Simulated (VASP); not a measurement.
# SnTe (F-43m) in VASP: further runs

The runs below take SnTe through single point, with PBEsol.

Everything below comes from runs of VASP 6.6.1. Logs are shortened: lines on timing, memory, paths and dates and some standing lists are left out, and cuts for length are marked.

### Step 1. The structure

The structure is cubic, space group F-43m (No. 216). The conventional cell has a = 7.222 Å, b = 7.222 Å, c = 7.222 Å, α = 90.00°, β = 90.00°, γ = 90.00°. Around Te (site symmetry -43m) lie 4 Sn at 3.13 Å. Sn (site symmetry -43m) is surrounded by 4 Te at 3.13 Å.

Measurements of this composition are mostly on another form, of space group No. 225.

### Step 2. Single point, PBEsol, spin-orbit coupling, no magnetisation

Input file INCAR:

```
SYSTEM = SnTe
ALGO = Normal ; EDIFF = 1E-7
ENCUT = 600 ; GGA = PS
GGA_COMPAT = .False. ; ISIF = 2
ISMEAR = 0 ; LASPH = .True.
LCHARG = .False. ; LORBIT = 11
LREAL = .False. ; LSORBIT = .True.
LWAVE = .False. ; MAGMOM = 0 0 0 0 0 0
NBANDS = 36 ; NELM = 100
PREC = Accurate ; SIGMA = 0.02
```

Input file KPOINTS:

```
k-points
0
Gamma
  3 3 3
  0 0 0
```

Input file POSCAR:

```
SnTe
1.0
    0.0000000000      3.6111460000      3.6111460000
    3.6111460000      0.0000000000      3.6111460000
    3.6111460000      3.6111460000      0.0000000000
Te Sn
1 1
Direct
    0.2500000000      0.2500000000      0.2500000000
    0.0000000000      0.0000000000      0.0000000000
```

Potentials or basis: VASP PAW PBE potentials, release 64 (Te, Sn_d).

Run with:

```sh
cat potpaw_PBE.64/Te/POTCAR potpaw_PBE.64/Sn_d/POTCAR > POTCAR
mpirun -np 1 vasp_ncl > vasp.out
```

OUTCAR:

```text
SYSTEM = SnTe
   EDIFF = 1E-7
   ENCUT = 600
   GGA = PS
   ISIF = 2
   ISMEAR = 0
   LASPH = .True.
   LORBIT = 11
   LREAL = .False.
   LSORBIT = .True.
   NELM = 100
   PREC = Accurate

 Found      5 irreducible k-points:

 Following reciprocal coordinates:
            Coordinates               Weight
  0.000000  0.000000  0.000000      1.000000
  0.333333  0.000000  0.000000      4.000000
 -0.333333  0.000000  0.000000      4.000000
  0.333333  0.333333  0.000000      6.000000
 -0.333333  0.333333  0.000000     12.000000
   k-points           NKPTS =      5   k-points in BZ     NKDIM =      5   number of bands    NBANDS=     36
   number of dos      NEDOS =    301   number of ions     NIONS =      2
   total plane-waves  NPLWV =  74088
   dimension x,y,z NGX =    42 NGY =   42 NGZ =   42
   dimension x,y,z NGXF=    84 NGYF=   84 NGZF=   84
   ions per type =               1   1
   NGX,Y,Z   is equivalent  to a cutoff of  13.67, 13.67, 13.67 a.u.
   NGXF,Y,Z  is equivalent  to a cutoff of  27.34, 27.34, 27.34 a.u.
 SYSTEM =  SnTe
   PREC   = accura    normal or accurate (medium, high low for compatibility)
   ISTART =      0    job   : 0-new  1-cont  2-samecut
   ICHARG =      2    charge: 1-file 2-atom 10-const
   ISPIN  =      1    spin polarized calculation?
   LNONCOLLINEAR =      T non collinear calculations
   LSORBIT =      T    spin-orbit coupling
   LASPH  =      T    aspherical Exc in radial PAW
   ENCUT  =  600.0 eV  44.10 Ry    6.64 a.u.  10.20 10.20 10.20*2*pi/ulx,y,z
   NELM   =    100;   NELMIN=  2; NELMDL= -5     # of ELM steps
   EDIFF  = 0.1E-06   stopping-criterion for ELM
   LREAL  =      F    real-space projection
   EDIFFG = 0.1E-05   stopping-criterion for IOM
   NSW    =      0    number of steps for IOM
   IBRION =     -1    ionic relax: 0-MD 1-quasi-New 2-CG
   NFREE  =      0    steps in history (QN), initial steepest desc. (CG)
   ISIF   =      2    stress and relaxation
   ISYM   =      2    0-nonsym 1-usesym 2-fastsym
   POTIM  = 0.5000    time-step for ionic-motion
   TEBEG  =    0.0;   TEEND  =   0.0 temperature during run
   PSTRESS=    0.0 pullay stress
   NELECT =      20.0000    total number of electrons
   NUPDOWN=      -1.0000    fix difference up-down
   EMIN   =  10.00;   EMAX   =-10.00  energy-range for DOS
   EFERMI =   0.00;   METHOD = LEGACY
   ISMEAR =     0;   SIGMA  =   0.02  broadening in eV -4-tet -1-fermi 0-gaus
   EFERMI_NEDOS =   21; number of points for ismear=-14 and -15
   IALGO  =     38    algorithm
   IMIX   =      4    mixing-type and parameters
     AMIX     =   0.40;   BMIX     =  1.00
     AMIX_MAG =   1.60;   BMIX_MAG =  1.00
  volume/ion in A,a.u.               =      47.09       317.78
  Fermi-wavevector in a.u.,A,eV,Ry     =   0.976704  1.845704 12.979296  0.953951
  Thomas-Fermi vector in A             =   2.107344
   LORBIT       =     11    0 simple, 1 ext, 2 COOP (PROOUT), +10 PAW based schemes
   GGA     = PS    functional components
   LHFCALC =     F    Hartree Fock is set to
   AEXX    =    0.0000 exact exchange contribution
   IVDW    =     0    specifies the selected vdW correction
   LEPSILON=     F    determine dielectric tensor
   LRPA    =     F    only Hartree local field effects (RPA)
 Gauss-broadening in eV      SIGMA  =   0.02
  energy-cutoff  :      600.00
  volume of cell :       94.18
 maximum number of plane-waves:      6300
 NGX is ok and might be reduce to    42
   NGX = 21   NGY = 21   NGZ = 21

 number of electron      20.0000000 magnetization       0.0000000     -0.0000000      0.0000000

 number of electron      20.0000000 magnetization       0.0000000      0.0000000      0.0000000

 number of electron      20.0000000 magnetization      -0.0000000     -0.0000000      0.0000000

 Free energy of the ion-electron system (eV)
  ---------------------------------------------------
  ext. energy  EPLUGINS =         0.00000000
  ---------------------------------------------------
  free energy    TOTEN  =        -7.88386178 eV

  energy without entropy =       -7.88386178  energy(sigma->0) =       -7.88386178

 E-fermi :   2.6856     XC(G=0):  -7.6569

 val. band max:        2.5160882317   @ k =  -0.3333   0.3333   0.0000
 cond. band min:       3.1901401074   @ k =   0.3333   0.3333   0.0000
 fundamental gap:      0.6740518757
 Fermi energy:         2.6856390626

 k-point     1 :       0.0000    0.0000    0.0000
  band No.  band energies     occupation
      1     -19.2846      1.00000
      2     -19.2846      1.00000
      3     -19.2846      1.00000
      4     -19.2846      1.00000
      5     -18.2539      1.00000
      6     -18.2539      1.00000
      7     -18.2473      1.00000
      8     -18.2473      1.00000
      9     -18.2473      1.00000
     10     -18.2473      1.00000
     11      -8.5648      1.00000
     12      -8.5648      1.00000
     13      -2.2004      1.00000
     14      -2.2004      1.00000
     15       0.5509      1.00000
     16       0.5509      1.00000
     17       1.2999      1.00000
     18       1.2999      1.00000
     19       1.2999      1.00000
     20       1.2999      1.00000
     21       3.6609      0.00000
     22       3.6609      0.00000
     23       4.1757      0.00000
     24       4.1757      0.00000
     25       4.1757      0.00000
     26       4.1757      0.00000
     27       6.9769      0.00000
     28       6.9769      0.00000
     29       9.4376      0.00000
     30       9.4376      0.00000
     31       9.4376      0.00000
     32       9.4376      0.00000

 k-point     2 :       0.3333    0.0000    0.0000
  band No.  band energies     occupation
      1     -19.2845      1.00000
      2     -19.2844      1.00000
      3     -19.2844      1.00000
      4     -19.2843      1.00000
      5     -18.2534      1.00000
      6     -18.2534      1.00000
      7     -18.2480      1.00000
      8     -18.2480      1.00000
      9     -18.2465      1.00000
     10     -18.2462      1.00000
     11      -8.1885      1.00000
     12      -8.1885      1.00000
     13      -3.5987      1.00000
     14      -3.5987      1.00000
     15       0.3408      1.00000
     16       0.3408      1.00000
     17       0.8630      1.00000
     18       0.8645      1.00000
     19       1.0621      1.00000
     20       1.0621      1.00000
     21       4.4986      0.00000
     22       4.4986      0.00000
     23       4.8481      0.00000
     24       4.8510      0.00000
     25       5.3927      0.00000
     26       5.3927      0.00000
     27       8.3891      0.00000
     28       8.3891      0.00000
     29       9.0195      0.00000
     30       9.0195      0.00000
     31       9.0638      0.00000
     32       9.0754      0.00000

 k-point     3 :      -0.3333    0.0000    0.0000
  band No.  band energies     occupation
      1     -19.2845      1.00000
      2     -19.2844      1.00000
      3     -19.2844      1.00000
      4     -19.2843      1.00000
      5     -18.2534      1.00000
      6     -18.2534      1.00000
      7     -18.2480      1.00000
      8     -18.2480      1.00000
      9     -18.2465      1.00000
     10     -18.2462      1.00000
     11      -8.1885      1.00000
     12      -8.1885      1.00000
     13      -3.5987      1.00000
     14      -3.5987      1.00000
     15       0.3408      1.00000
     16       0.3408      1.00000
     17       0.8630      1.00000
     18       0.8645      1.00000
     19       1.0621      1.00000
     20       1.0621      1.00000
     21       4.4986      0.00000
     22       4.4986      0.00000
     23       4.8481      0.00000
     24       4.8510      0.00000
     25       5.3927      0.00000
     26       5.3927      0.00000
     27       8.3891      0.00000
     28       8.3891      0.00000
     29       9.0195      0.00000
     30       9.0195      0.00000
     31       9.0638      0.00000
     32       9.0754      0.00000

 k-point     4 :       0.3333    0.3333    0.0000
  band No.  band energies     occupation
      1     -19.2849      1.00000
      2     -19.2849      1.00000
      3     -19.2837      1.00000
      4     -19.2837      1.00000
      5     -18.2536      1.00000
      6     -18.2536      1.00000
      7     -18.2470      1.00000
      8     -18.2470      1.00000
      9     -18.2468      1.00000
     10     -18.2468      1.00000
     11      -8.0473      1.00000
     12      -8.0473      1.00000
     13      -3.8803      1.00000
     14      -3.8803      1.00000
     15      -0.0764      1.00000
     16      -0.0764      1.00000
     17       0.1993      1.00000
     18       0.1993      1.00000
     19       2.2648      1.00000
     20       2.2648      1.00000
     21       3.1901      0.00000
     22       3.1901      0.00000
     23       6.0235      0.00000
     24       6.0235      0.00000
     25       6.0644      0.00000
     26       6.0644      0.00000
     27       7.4814      0.00000
     28       7.4814      0.00000
     29       9.8756      0.00000
     30       9.8756      0.00000
     31      10.5054      0.00000
     32      10.5054      0.00000

 k-point     5 :      -0.3333    0.3333    0.0000
  band No.  band energies     occupation
      1     -19.2854      1.00000
      2     -19.2846      1.00000
      3     -19.2838      1.00000
      4     -19.2832      1.00000
      5     -18.2547      1.00000
      6     -18.2517      1.00000
      7     -18.2482      1.00000
      8     -18.2472      1.00000
      9     -18.2463      1.00000
     10     -18.2462      1.00000
     11      -7.8759      1.00000
     12      -7.8703      1.00000
     13      -4.2683      1.00000
     14      -4.2138      1.00000
     15      -0.7260      1.00000
     16      -0.4970      1.00000
     17       0.1568      1.00000
     18       0.2213      1.00000
     19       2.2812      1.00000
     20       2.5161      1.00000
     21       4.5857      0.00000
     22       4.6244      0.00000
     23       5.6613      0.00000
     24       5.7547      0.00000
     25       5.7929      0.00000
     26       5.8777      0.00000
     27       7.6182      0.00000
     28       7.6423      0.00000
     29       9.1347      0.00000
     30       9.1437      0.00000
     31      10.2067      0.00000
     32      10.2322      0.00000
 [bands above 32 left out]

------------------------ aborting loop because EDIFF is reached ----------------------------------------

  FORCE on cell =-STRESS in cart. coord.  units (eV):
  Direction    XX          YY          ZZ          XY          YZ          ZX
  --------------------------------------------------------------------------------------
  -------------------------------------------------------------------------------------
  Total       -1.2543797     -1.2543797     -1.2543797      0.0000000      0.0000000      0.0000000
  in kB      -21.3390191    -21.3390191    -21.3390191      0.0000000      0.0000000      0.0000000
  external PRESSURE =     -21.3390191 kB  Pullay stress =       0.0000000 kB

 VOLUME and BASIS-vectors are now :
 -----------------------------------------------------------------------------
  energy-cutoff  :      600.00
  volume of cell :       94.18
      direct lattice vectors                 reciprocal lattice vectors
     0.000000000  3.611146000  3.611146000    -0.138460201  0.138460201  0.138460201
     3.611146000  0.000000000  3.611146000     0.138460201 -0.138460201  0.138460201
     3.611146000  3.611146000  0.000000000     0.138460201  0.138460201 -0.138460201

 POSITION                                       TOTAL-FORCE (eV/Angst)
 -----------------------------------------------------------------------------------
      1.80557      1.80557      1.80557        -0.000000     -0.000000     -0.000000
      0.00000      0.00000      0.00000         0.000000      0.000000      0.000000
 -----------------------------------------------------------------------------------
    total drift:                               -0.000000     -0.000000     -0.000000

  FREE ENERGIE OF THE ION-ELECTRON SYSTEM (eV)
  ---------------------------------------------------
  free  energy   TOTEN  =        -7.8838617850 eV

  energy  without entropy=       -7.8838617850  energy(sigma->0) =       -7.88386178

 Spin-Orbit-Coupling matrix elements

 Ion:    1  E_soc:     -0.2247448
 l=   1
     0.0000000    -0.0374531    -0.0374531
    -0.0374531     0.0000000    -0.0374531
    -0.0374531    -0.0374531     0.0000000
 l=   2
     0.0000000     0.0000101     0.0000000     0.0000101    -0.0000144
     0.0000101     0.0000000    -0.0000108     0.0000101    -0.0000036
     0.0000000    -0.0000108     0.0000000    -0.0000108     0.0000000
     0.0000101     0.0000101    -0.0000108     0.0000000    -0.0000036
    -0.0000144    -0.0000036     0.0000000    -0.0000036     0.0000000
 l=   3
     0.0000000     0.0000000     0.0000000     0.0000000     0.0000000     0.0000000     0.0000000
     0.0000000     0.0000000     0.0000000     0.0000000     0.0000000     0.0000000     0.0000000
     0.0000000     0.0000000     0.0000000     0.0000000     0.0000000     0.0000000     0.0000000
     0.0000000     0.0000000     0.0000000     0.0000000     0.0000000     0.0000000     0.0000000
     0.0000000     0.0000000     0.0000000     0.0000000     0.0000000     0.0000000     0.0000000
     0.0000000     0.0000000     0.0000000     0.0000000     0.0000000     0.0000000     0.0000000
     0.0000000     0.0000000     0.0000000     0.0000000     0.0000000     0.0000000     0.0000000

 Ion:    2  E_soc:     -0.1049728
 l=   1
     0.0000000    -0.0113283    -0.0113283
    -0.0113283     0.0000000    -0.0113283
    -0.0113283    -0.0113283     0.0000000
 l=   2
     0.0000000    -0.0012521     0.0000000    -0.0012521    -0.0049151
    -0.0012521     0.0000000    -0.0036863    -0.0012521    -0.0012288
     0.0000000    -0.0036863     0.0000000    -0.0036863     0.0000000
    -0.0012521    -0.0012521    -0.0036863     0.0000000    -0.0012288
    -0.0049151    -0.0012288     0.0000000    -0.0012288     0.0000000
 l=   3
     0.0000000     0.0000000     0.0000000     0.0000000     0.0000000     0.0000000     0.0000000
     0.0000000     0.0000000     0.0000000     0.0000000     0.0000000     0.0000000     0.0000000
     0.0000000     0.0000000     0.0000000     0.0000000     0.0000000     0.0000000     0.0000000
     0.0000000     0.0000000     0.0000000     0.0000000     0.0000000     0.0000000     0.0000000
     0.0000000     0.0000000     0.0000000     0.0000000     0.0000000     0.0000000     0.0000000
     0.0000000     0.0000000     0.0000000     0.0000000     0.0000000     0.0000000     0.0000000
     0.0000000     0.0000000     0.0000000     0.0000000     0.0000000     0.0000000     0.0000000

 total charge

# of ion       s       p       d       tot
------------------------------------------
    1        1.394   1.927   0.017   3.338
    2        1.384   0.703   9.960  12.047
--------------------------------------------------
tot          2.778   2.630   9.977  15.385

 magnetization (x)

# of ion       s       p       d       tot
------------------------------------------
    1        0.000  -0.000  -0.000  -0.000
    2       -0.000   0.000  -0.000  -0.000
--------------------------------------------------
tot         -0.000  -0.000  -0.000  -0.000

 magnetization (y)

# of ion       s       p       d       tot
------------------------------------------
    1        0.000  -0.000  -0.000  -0.000
    2        0.000   0.000   0.000   0.000
--------------------------------------------------
tot          0.000  -0.000  -0.000   0.000

 magnetization (z)

# of ion       s       p       d       tot
------------------------------------------
    1        0.000   0.000   0.000   0.000
    2       -0.000  -0.000  -0.000  -0.000
--------------------------------------------------
tot         -0.000  -0.000   0.000  -0.000
```

Wall time 93 s (1 thread of Intel Xeon Platinum 8259CL at 2.50GHz (Skylake/Cascade Lake), shared host); peak memory 0.53 GiB.

The run converged, but some of its settings lie outside the range that counts as converged, so its numbers aren't taken as properties of the crystal.

What came out:

```
Free energy                                           : -7.8839 eV
Pressure                                              : -2.1 GPa
Valence electrons inside the program's atomic spheres : Te 3.34; Sn 12.05
```

Caveat: the k mesh is coarse (spacing up to 0.50 Å⁻¹), so the values aren't converged; the PAW data sets were made with another functional, which shifts forces and pressure a little.

(Part 1 of 3 ends here.)
